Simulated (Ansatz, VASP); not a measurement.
This is a calculation of MgSe for Ansatz 0.2.0.

File input.yaml:

```yaml
crystal:
  lattice:
    - [0.0, 2.7072075025, 2.7072075025]
    - [2.7072075025, 0.0, 2.7072075025]
    - [2.7072075025, 2.7072075025, 0.0]
  atoms:
    - { symbol: Se, position: [0.5, 0.5, 0.5] }
    - { symbol: Mg, position: [0.0, 0.0, 0.0] }
hamiltonian:
  xc: pbe
  pseudopotentials: { kind: paw }
kpoints:
  mp_grid: { grid: [8, 8, 8] }
scf:
  occupations: { method: fermi_dirac, width: 0.05 }
output:
  forces: true
  stress: true
  eigenvalues: true
```

Potentials or basis: Ansatz PAW.

Launch:

```bash
$ ansatz run input.yaml --threads 1 --pin off --max-ram 3584MiB --backend cpu --events-out ev --progress --plain --runs-dir out
```

Problem. Translate it to VASP 6.6.1. Potentials there: VASP PAW PBE potentials, release 64 (Se, Mg).

Solution. As run (the cutoff follows the program's own potentials):

Contents of INCAR:

```
SYSTEM = MgSe
PREC     = Accurate       ! precision mode
ENCUT    = 520            ! plane-wave cutoff, eV
EDIFF    = 1E-7           ! SCF threshold, eV
ISMEAR   = -1             ! smearing method
SIGMA    = 0.05           ! smearing width, eV
LREAL    = .FALSE.        ! projectors in reciprocal space
LASPH    = .TRUE.         ! aspherical terms in the spheres
NELM     = 100            ! most SCF steps
ALGO     = Normal         ! electronic algorithm
ISIF     = 2              ! what is computed and relaxed
LWAVE    = .FALSE.        ! write WAVECAR
LCHARG   = .FALSE.        ! write CHGCAR
GGA      = PE             ! functional
NBANDS   = 11             ! bands
```

KPOINTS

```
regular mesh
0
G
  8 8 8
  0 0 0
```

POSCAR

```
MgSe
1.0
    0.0000000000      2.7072075025      2.7072075025
    2.7072075025      0.0000000000      2.7072075025
    2.7072075025      2.7072075025      0.0000000000
Se Mg
1 1
Direct
    0.5000000000      0.5000000000      0.5000000000
    0.0000000000      0.0000000000      0.0000000000
```

Potentials or basis: VASP PAW PBE potentials, release 64 (Se, Mg).

Run with:

```bash
$ cat potpaw_PBE.64/Se/POTCAR potpaw_PBE.64/Mg/POTCAR > POTCAR
$ mpirun -np 1 vasp_std > vasp.out
```

Both were run:

|  | VASP | Ansatz | Ansatz less VASP |
| --- | --- | --- | --- |
| gap on the k mesh at the Fermi level (eV) | 1.84 | 1.86 | +0.022 |
| least direct gap on the mesh (eV) | 2.74 | 2.75 | +0.009 |
| pressure (GPa) | 3.4 | 3.5 | +0.12 |

The two sets of potentials don't hold the same shells in valence.

A k mesh can miss the band edges.
